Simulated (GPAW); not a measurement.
# HfO2 (P2_12_12) in GPAW: reference runs

How does HfO2 come out in PBE? The cell is run as given.

All numbers are computed with GPAW 26.7.0; they aren't measurements. Logs are shortened: lines on timing, memory, paths and dates and some standing lists are left out, and cuts for length are marked. The log counts tension as positive stress, the text compression.

### Step 1. The structure

Symmetry: P2_12_12, No. 18, orthorhombic system. The conventional cell has a = 5.080 Å, b = 5.165 Å, c = 4.891 Å, α = 90.00°, β = 90.00°, γ = 90.00°. Hf (site symmetry 1) has 7 O at 1.99 to 2.25 Å as nearest neighbours. O (site symmetry 1) has 3 Hf at 1.99 to 2.25 Å as nearest neighbours. Around O (site symmetry 2) lie 4 Hf at 2.13 to 2.15 Å. O (site symmetry 2) is surrounded by 4 Hf at 2.16 to 2.18 Å.

The cell comes from a database or a generator and needn't be the stable form of this composition.

### Step 2. Single point, PBE

The input, run.py:

```python
from ase import Atoms
from ase.dft.bandgap import bandgap
from ase.io import write
from ase.units import Bohr, GPa
from gpaw import GPAW, PW
from gpaw.elf import elf_from_dft_calculation

atoms = Atoms(['Hf', 'Hf', 'Hf', 'Hf', 'O', 'O', 'O', 'O', 'O', 'O', 'O', 'O'],
              cell=[[5.0803194, 0.0, 0.0],
                    [0.0, 5.16486745, 0.0],
                    [0.0, 0.0, 4.89088365]],
              scaled_positions=[[0.22259082, 0.78179958, 0.27206794],
                                [0.72259082, 0.71820042, 0.72793206],
                                [0.77740918, 0.21820042, 0.27206794],
                                [0.27740918, 0.28179958, 0.72793206],
                                [0.18681532, 0.16364878, 0.10453462],
                                [0.68681532, 0.33635122, 0.89546538],
                                [0.81318468, 0.83635122, 0.10453462],
                                [0.31318468, 0.66364878, 0.89546538],
                                [0.0, 0.5, 0.48905445],
                                [0.5, 0.0, 0.51094555],
                                [0.0, 0.0, 0.57562499],
                                [0.5, 0.5, 0.42437501]],
              pbc=True)

calc = GPAW(mode=PW(800),
            xc='PBE',
            kpts={'size': (5, 5, 6), 'gamma': True},
            occupations={'name': 'fermi-dirac', 'width': 0.05},
            nbands=82,
            convergence={'density': 1e-05, 'energy': 1e-05},
            maxiter=150,
            txt='gpaw.txt')
atoms.calc = calc
energy = atoms.get_potential_energy()
forces = atoms.get_forces()
stress = atoms.get_stress()
calc.write('gs.gpw')
write('result.traj', atoms)
print(f'Energy: {energy:.6f} eV')
print('Forces (eV/A):')
print(forces.round(4))
print('Stress (GPa):', (stress / GPa).round(3))
print('Fermi level:', round(calc.get_fermi_level(), 4), 'eV')
print(f'Gap: {bandgap(calc)[0]:.4f} eV, direct: {bandgap(calc, direct=True)[0]:.4f} eV')

# fields on the real-space grid
write('density.cube', atoms, data=calc.get_pseudo_density() * Bohr**3)
write('potential.cube', atoms, data=calc.get_electrostatic_potential())
write('elf.cube', atoms, data=elf_from_dft_calculation(calc).data)
```

Potentials or basis: GPAW PAW data sets (gpaw-data 1.2.1), pw.

Launch:

```console
$ OMP_NUM_THREADS=1 python run.py
```

gpaw.txt:

```text
__  _  _
 | _ |_)|_||  |
 |__||  | ||/\| - 26.7.0

Input parameters:
  mode=PW(ecut=800.0),
  convergence={'density': 1e-05, 'energy': 1e-05},
  kpts=MonkhorstPack(size=(5, 5, 6), gamma=True),
  maxiter=150,
  nbands=82,
  occupations=Occupations(name='fermi-dirac', width=0.05),
  xc=XC(name='PBE')

Diagonalizing LCAO Hamiltonian
Converting LCAO to pw mode
    .-----------.
   /|           |
  / |  O    Hf  |
 *  |     O     |
 |  |Hf         |
 | O| Hf O      |
 O  .--O-----O--.
 | /       Hf  /
 |/ O         /
 *-----------*

Atoms  # Å, Bohr magnetons
|    | symbol |        x |        y |        z |    initial magnetic moments |
|----|--------|----------|----------|----------|-----------------------------|
|  0 |     Hf | 1.130832 | 4.037891 | 1.330653 | ( 0.0000,  0.0000,  0.0000) |
|  1 |     Hf | 3.670992 | 3.709410 | 3.560231 | ( 0.0000,  0.0000,  0.0000) |
|  2 |     Hf | 3.949487 | 1.126976 | 1.330653 | ( 0.0000,  0.0000,  0.0000) |
|  3 |     Hf | 1.409327 | 1.455457 | 3.560231 | ( 0.0000,  0.0000,  0.0000) |
|  4 |      O | 0.949081 | 0.845224 | 0.511267 | ( 0.0000,  0.0000,  0.0000) |
|  5 |      O | 3.489241 | 1.737209 | 4.379617 | ( 0.0000,  0.0000,  0.0000) |
|  6 |      O | 4.131238 | 4.319643 | 0.511267 | ( 0.0000,  0.0000,  0.0000) |
|  7 |      O | 1.591078 | 3.427658 | 4.379617 | ( 0.0000,  0.0000,  0.0000) |
|  8 |      O | 0.000000 | 2.582434 | 2.391908 | ( 0.0000,  0.0000,  0.0000) |
|  9 |      O | 2.540160 | 0.000000 | 2.498975 | ( 0.0000,  0.0000,  0.0000) |
| 10 |      O | 0.000000 | 0.000000 | 2.815315 | ( 0.0000,  0.0000,  0.0000) |
| 11 |      O | 2.540160 | 2.582434 | 2.075569 | ( 0.0000,  0.0000,  0.0000) |

Unit cell  # Å
| periodic |        x |        y |        z |  lengths |    angles |
|----------|----------|----------|----------|----------|-----------|
|      yes | 5.080319 | 0.000000 | 0.000000 | 5.080319 | 90.000000 |
|      yes | 0.000000 | 5.164867 | 0.000000 | 5.164867 | 90.000000 |
|      yes | 0.000000 | 0.000000 | 4.890884 | 4.890884 | 90.000000 |

Number of symmetries: 2
Symmetry operations  # r_c * U_cc + t_c -> r_c
|   | kind |            matrix            |
|---|------|------------------------------|
| 0 |  E   |  1, 0, 0,  0, 1, 0,  0, 0, 1 |
| 1 |  C2  | -1, 0, 0,  0,-1, 0,  0, 0, 1 |

BZ-sampling:
  Number of BZ points: 150
  Number of IBZ points: 52

  Monkhorst-Pack size: [5, 5, 6]
  Monkhorst-Pack shift: [0.0, 0.0, 0.08333333333333333]

K-points  # in reciprocal-cell coordinates
|     |                                coordinates |     weight |
|-----|--------------------------------------------|------------|
|   0 | (  0.00000000,   0.00000000,   0.00000000) | 0.00666667 |
|   1 | (  0.00000000,   0.00000000,   0.16666667) | 0.01333333 |
|   2 | (  0.00000000,   0.00000000,   0.33333333) | 0.01333333 |
|   3 | (  0.00000000,   0.00000000,   0.50000000) | 0.00666667 |
|   4 | (  0.00000000,   0.20000000,   0.00000000) | 0.01333333 |
|   5 | (  0.00000000,   0.20000000,   0.16666667) | 0.02666667 |
|   6 | (  0.00000000,   0.20000000,   0.33333333) | 0.02666667 |
|   7 | (  0.00000000,   0.20000000,   0.50000000) | 0.01333333 |
|   8 | (  0.00000000,   0.40000000,   0.00000000) | 0.01333333 |
|   9 | (  0.00000000,   0.40000000,   0.16666667) | 0.02666667 |
| ... |                                            |            |
|  51 | (  0.40000000,   0.40000000,   0.50000000) | 0.01333333 |

Plane wave coefficients: 6614
Cutoff: 800.0 eV

Spin-components: 1 (collinear spins)
Bands:           82
Projectors:      64
Spin-degeneracy: 2
Datatype:        complex128

Parallelization:
  kpt:    1
  domain: 1
  band:   1

Density:
  Valence electrons: 96.0
  Components: 1
  Grid points: [35 35 32]
  Charge: 0.0  # |e|

Potential:
  Grid points: [35 35 32]

species:
  Hf:
    name:    Hafnium
    Z:       72.0
    valence: 12
    core:    60
    charge:  0.0  # [|e|]
    compensation charges:
      type: gauss
      rc: 0.41  # [Å]
      lmax: 2
    cutoffs:
      filter: 2.36  # [Å]
      core: 4.02  # [Å]
    projectors
    | kind |    occ | energy [eV] | rcut [Å] |
    |------|--------|-------------|----------|
    |   5s |  2.000 |     -66.831 |    1.397 |
    |   6s |  2.000 |      -5.097 |    1.397 |
    |   5p |  6.000 |     -35.599 |    1.307 |
    |   6p |  0.000 |      -1.401 |    1.307 |
    |   5d |  2.000 |      -2.699 |    1.334 |
    |    d |        |      24.513 |    1.334 |

    Using partial waves for Hf as LCAO basis

  O:
    name:    Oxygen
    Z:       8.0
    valence: 6
    core:    2
    charge:  0.0  # [|e|]
    compensation charges:
      type: gauss
      rc: 0.21  # [Å]
      lmax: 2
    cutoffs:
      filter: 1.17  # [Å]
      core: 0.83  # [Å]
    projectors
    | kind |    occ | energy [eV] | rcut [Å] |
    |------|--------|-------------|----------|
    |   2s |  2.000 |     -23.961 |    0.688 |
    |   2p |  4.000 |      -9.029 |    0.598 |
    |    s |        |       3.251 |    0.688 |
    |    p |        |      18.182 |    0.598 |
    |    d |        |       0.000 |    0.619 |

    Using partial waves for O as LCAO basis

Reference energy: -1655871.279511  # eV

eigensolver:
  PPCG
  Converge bands: occupied
  niter=2

density mixing:
  MSR1-Mixer
  Pratt-step length: 0.05
  Maximum mixing coefficient: 0.75
  Old densities: 10
  SVD Regularization: 0.005
  Good broyden scale: 1.0
  Trust region scale: 1.0
  Backstep threshold: 4.0
  History deletion threshold: 6.0
  Fourier metric: weight=20.0, sigma=0.015

occupation numbers:
  Fermi-Dirac:
    width: 0.0500  # eV

poisson solver:
  ecut: 6400.0  # eV

xc functional:
  name: PBE with 2 nearest neighbor stencil

convergence criteria:
- Maximum integral of absolute [dens]ity change: 1e-05 electrons / valence electron
- Maximum [total energy] change in last 3 cyles: 1e-05 eV / valence electron
- Maximum integral of absolute [eigenst]ate change: 4e-08 eV^2 / valence electron
maximum number of iterations: 150

SCF iterations
|iter     | |      energy | eigst |  dens |
|---------|-|-------------|-------|-------|
|iter:   1| | -127.375208 | +0.34 |       |
|iter:   2| | -123.135684 | -1.42 | -0.81 |
|iter:   3| | -112.103736 | -0.66 | -0.87 |
|iter:   4| | -112.162613 | -2.29 | -1.49 |
|iter:   5| | -112.218205 | -2.71 | -1.73 |
|iter:   6| | -112.217321 | -3.92 | -2.68 |
|iter:   7| | -112.216844 | -4.69 | -2.98 |
|iter:   8| | -112.216860c| -5.74 | -3.42 |
|iter:   9| | -112.216864c| -6.76 | -3.93 |
|iter:  10| | -112.216865c| -7.52c| -4.28 |
|iter:  11| | -112.216865c| -7.75c| -4.91 |
|iter:  12| | -112.216865c| -8.29c| -5.50c|

Converged in 12 steps
Energy contributions relative to reference atoms: (reference = -1655871.279511)

Energy contributions:
  Kinetic:         133.118898
  Coulomb:        -143.706040
  Zero:              1.258073
  External:          0.000000
  Xc:             -102.887796
  Entropy:          -0.000000
  Spinorbit:         0.000000
  ----------------------------
  Free energy:    -112.216865
  Extrapolated:   -112.216865

dipole moment: (-28.450797, -28.924282, -0.000088)  # |e|*Ang

Fermi level: 9.231
Eigenvalues  # (at kpt = [0.000, 0.000, 0.000])
| band index |      eig [eV] | occ [0-2] |
|------------|---------------|-----------|
|          0 |       -52.294 |     2.000 |
|        ... |               |           |
|         40 |         6.527 |     2.000 |
|         41 |         6.599 |     2.000 |
|         42 |         6.949 |     2.000 |
|         43 |         7.018 |     2.000 |
|         44 |         7.151 |     2.000 |
|         45 |         7.956 |     2.000 |
[... 8 lines left out ...]
|         54 |        14.340 |     0.000 |
|         55 |        15.021 |     0.000 |
|        ... |               |           |
|         81 |        26.277 |     0.000 |

Gap: 3.826 eV
Transition (v -> c):
  (s=0, k=3, n=47, [0.00, 0.00, 0.50]) -> (s=0, k=3, n=48, [0.00, 0.00, 0.50])
No difference between direct/indirect transitions

Forces  # eV/Ang
|        x |        y |        z |
|----------|----------|----------|
|  0.00945 | -0.00640 |  0.08645 |  # Hf   0
|  0.00936 |  0.00633 | -0.08645 |  # Hf   1
| -0.00945 |  0.00640 |  0.08645 |  # Hf   2
| -0.00936 | -0.00633 | -0.08645 |  # Hf   3
|  0.00726 |  0.05994 |  0.29666 |  # O    4
|  0.00725 | -0.05960 | -0.29667 |  # O    5
| -0.00726 | -0.05994 |  0.29666 |  # O    6
| -0.00725 |  0.05960 | -0.29667 |  # O    7
|  0.00000 |  0.00000 |  0.00168 |  # O    8
|  0.00000 |  0.00000 | -0.00169 |  # O    9
|  0.00000 |  0.00000 |  0.17532 |  # O   10
|  0.00000 |  0.00000 | -0.17529 |  # O   11

Stress tensor  # eV/Ang^3
|         x |         y |         z |
|-----------|-----------|-----------|
| -0.058880 |  0.000001 |  0.000000 |
|  0.000001 | -0.066311 |  0.000000 |
|  0.000000 |  0.000000 | -0.073036 |

# Writing to gs.gpw (mode='')
```

Wall time 14 min (1 thread of Intel Xeon at 2.70GHz, shared host); peak memory 0.8 GiB.

What came out:

| Property | Result |
| --- | --- |
| Free energy | -112.2169 eV |
| Pressure | 10.6 GPa |
| Largest force | 0.303 eV/Å |
| Band gap on the k mesh | 3.83 eV, direct |

Forces in eV/Å, atoms in the order of the input:
```
Hf   0.009 -0.006  0.086
Hf   0.009  0.006 -0.086
Hf  -0.009  0.006  0.086
Hf  -0.009 -0.006 -0.086
O    0.007  0.060  0.297
O    0.007 -0.060 -0.297
O   -0.007 -0.060  0.297
O   -0.007  0.060 -0.297
O    0.000  0.000  0.002
O    0.000  0.000 -0.002
O    0.000  0.000  0.175
O    0.000  0.000 -0.175
```

Levels at points of the mesh, in eV from the valence-band top:
```csv
k point,band 46,band 47,band 48,band 49,band 50,band 51
"(0.00, 0.00, 0.00)",-0.23,-0.14,-0.14,4.11,4.66,5.06
"(0.00, 0.00, 0.50)",-0.66,-0.04,0.00,3.83,4.87,5.48
```

Caveat: spin-orbit coupling is left out, which moves the levels of the heavy elements; an odd mesh through Γ misses points on the zone boundary, where band edges often lie.
